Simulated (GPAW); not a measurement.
Crystal: Nb3Sn.

```
CELL_PARAMETERS angstrom
5.28210 0.00000 0.00000
0.00000 5.28210 0.00000
0.00000 0.00000 5.28210
ATOMIC_POSITIONS crystal
Sn 0.50000 0.50000 0.50000
Sn 0.00000 0.00000 0.00000
Nb 0.00000 0.50000 0.25000
Nb 0.00000 0.50000 0.75000
Nb 0.50000 0.25000 0.00000
Nb 0.75000 0.00000 0.50000
Nb 0.50000 0.75000 0.00000
Nb 0.25000 0.00000 0.50000
```

* Program: GPAW 26.7.0
* Task: relaxation of cell and atoms
* Functional: PBEsol
* Dispersion: D4
* Potentials or basis: PAW data sets generated in the run's folder for this functional
* Cutoff: 600 eV
* Basis: pw
* k mesh: 4 × 4 × 4
* Occupations: fermi-dirac, width 0.05 eV
* Spin: no spin polarisation

At the start: pressure -5.3 GPa; volume 18.42 Å³/atom.

Problem. How do energy, volume and symmetry change on relaxing?

Solution. Over 3 steps the energy falls by 9.8 meV/atom and the volume is 17.84 Å³/atom (-3.2 %); space group Pm-3n (No. 223, to 0.05 Å).

Step by step:
```
step  energy change (eV)  largest force (eV/Å)  pressure (GPa)  volume (Å³)
   1              0.0000                0.0000           -5.27       147.37
   2             -0.0151                0.0000           -4.76       146.90
   3             -0.0781                0.0000            0.18       142.69
```

Final structure:
```cif
data_structure
_symmetry_space_group_name_H-M 'P 1'
_symmetry_Int_Tables_number 1
_cell_length_a 5.2256
_cell_length_b 5.2256
_cell_length_c 5.2256
_cell_angle_alpha 90.000
_cell_angle_beta 90.000
_cell_angle_gamma 90.000
_cell_volume 142.69
loop_
_atom_site_label
_atom_site_type_symbol
_atom_site_fract_x
_atom_site_fract_y
_atom_site_fract_z
_atom_site_occupancy
Sn1 Sn 0.50000 0.50000 0.50000 1
Sn2 Sn 0.00000 0.00000 0.00000 1
Nb1 Nb 0.00000 0.50000 0.25000 1
Nb2 Nb 0.00000 0.50000 0.75000 1
Nb3 Nb 0.50000 0.25000 0.00000 1
Nb4 Nb 0.75000 0.00000 0.50000 1
Nb5 Nb 0.50000 0.75000 0.00000 1
Nb6 Nb 0.25000 0.00000 0.50000 1
```

Caveat: later steps reuse the first step's grids; pairwise dispersion overbinds metals, which lowers pressure and volume.
